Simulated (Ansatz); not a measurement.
## Hf2S: opening a crack plane

Hf2S, P6_3/mmc, a = 3.381 Å, c = 11.741 Å. The structure is a Materials Project entry; whether it is the stable form wasn't checked. Ansatz: r2SCAN, PAW, 500 eV, Γ-centred 16×16×4 mesh on 6 atoms, Gaussian smearing 0.15 eV; no spin polarisation. One cut on (001) per cell of 6 atoms is opened rigidly by x, between planes of Hf and Hf that stand 2.36 Å apart; y is the energy per area (9.902 Å², 1 eV/Å² = 16.02 J/m²).

| x (Å) | y (J/m²) |
| --- | --- |
| 0.00 | 0.000 |
| 0.25 | 0.269 |
| 0.50 | ? |
| 0.75 | 1.521 |
| 1.00 | 2.171 |
| 1.50 | 3.286 |
| 2.00 | 4.087 |
| 3.00 | 4.878 |
| 4.50 | 5.137 |
| 6.00 | 5.167 |

**Question.** Fit the universal binding curve y = W[1 − (1 + x/l) e^(−x/l)] to the other rows, give the peak stress, and predict the missing value.

**Answer.** Least squares gives W = 5.21 J/m² and l = 0.696 Å. The stress dy/dx peaks at x = l with W/(e l) = 27.5 GPa, for rigid faces. At x = 0.50: x/l = 0.718, y = 0.845 J/m². The run gave 0.853 J/m², so the fit is 0.008 J/m² too low, within the rms miss on the fitted rows (0.022 J/m²).

Spin–orbit coupling is left out, which can shift energies with elements as heavy as these.

Cost: 12 runs of about 20 core-minutes in all, on Oxide Virtual Turin-like Processor (Zen 5) (shared hosts).